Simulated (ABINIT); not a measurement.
A calculation with ABINIT 10.8.3 (patched build) of N (native input, structure from a POSCAR):

run.abi

```
pp_dirpath "./"
pseudos "N.GGA_PBE-JTH.xml"

structure "poscar:POSCAR"
natom 4

ecut 707.496042 eV
pawecutdg 48.0
pawovlp 30

kptopt 1
ngkpt 7 7 5
nshiftk 1
shiftk 0.0 0.0 0.0

ixc 11

nband 14
occopt 3
tsmear 0.00183747

nstep 100
tolvrs 1.0e-9

iomode 3
prtwf 0
prtden 0
prteig 0
prtebands 0
enunit 1
```

The input POSCAR:

```
N
1.0
    4.0840619700      0.0000000000      0.0000000000
    0.0000000000      4.0840619700      0.0000000000
    0.0000000000      0.0000000000      5.3459132500
N
4
Direct
    0.4042752000      0.5957248000      0.5000000000  N
    0.0957248000      0.0957248000      0.0000000000  N
    0.5957248000      0.4042752000      0.5000000000  N
    0.9042752000      0.9042752000      0.0000000000  N
```

Potentials or basis: JTH PAW PBE v2.0.

Run with:

```console
$ abinit run.abi > log 2>&1
```

Write the same calculation in another form: ASE script, structure from a P1 CIF.

As run:

The input run.py:

```python
import json, os
import numpy as np
from ase.units import GPa
from ase.calculators.abinit import Abinit, AbinitProfile
from ase.io import read

atoms = read('N.cif')

profile = AbinitProfile(command='abinit', pp_paths=[os.path.abspath('pseudos')])
params = dict(
    pps='pawxml', xc='PBE',
    ecut=707.496,
    pawecutdg=1306.1465,
    pawovlp=30,
    kptopt=1,
    ngkpt=[7, 7, 5],
    nshiftk=1,
    shiftk=[0.0, 0.0, 0.0],
    ixc=11,
    nband=14,
    occopt=3,
    tsmear=0.05,
    nstep=100,
    tolvrs=1e-09,
    prtwf=0,
    prtden=0,
)

atoms.calc = Abinit(profile=profile, directory='run', **params)
energy = atoms.get_potential_energy()
forces = atoms.get_forces()
stress = atoms.get_stress()
print(f'energy {energy:.6f} eV')
print('forces (eV/A)')
print(np.round(forces, 5))
print('stress (GPa, Voigt, tension positive)', np.round(stress / GPa, 4))
json.dump(dict(energy=energy, forces=forces.tolist(), stress=stress.tolist(), cell=atoms.cell.tolist(), frac=atoms.get_scaled_positions(wrap=False).tolist()), open('results.json', 'w'))
```

File N.cif:

```cif
data_N
_cell_length_a 4.08406197
_cell_length_b 4.08406197
_cell_length_c 5.34591325
_cell_angle_alpha 90.00000000
_cell_angle_beta 90.00000000
_cell_angle_gamma 90.00000000
_space_group_name_H-M_alt 'P1'
_space_group_name_Hall 'P 1'
_space_group_IT_number 1
loop_
_space_group_symop_operation_xyz
'x,y,z'
loop_
_atom_site_label
_atom_site_type_symbol
_atom_site_symmetry_multiplicity
_atom_site_Wyckoff_symbol
_atom_site_fract_x
_atom_site_fract_y
_atom_site_fract_z
_atom_site_occupancy
N1 N 1 a 0.4042752000 0.5957248000 0.5000000000 1
N2 N 1 a 0.0957248000 0.0957248000 0.0000000000 1
N3 N 1 a 0.5957248000 0.4042752000 0.5000000000 1
N4 N 1 a 0.9042752000 0.9042752000 0.0000000000 1
```

Potentials or basis: JTH PAW PBE v2.0.

Command:

```console
$ python run.py
```

Both were run:

|  | native input, structure from a POSCAR | ASE script, structure from a P1 CIF |
| --- | --- | --- |
| Pressure | 0.1 GPa | 0.1 GPa |
| Largest force | 0.457 eV/Å | 0.457 eV/Å |
| Band gap on the k mesh | 6.93 eV, indirect (least direct gap 7.11 eV) | 6.93 eV, indirect (least direct gap 7.11 eV) |

Keys that steer only the numerical path or the files written may differ.

Caveat: an odd mesh through Γ misses points on the zone boundary, where band edges often lie; the atomic spheres overlap.
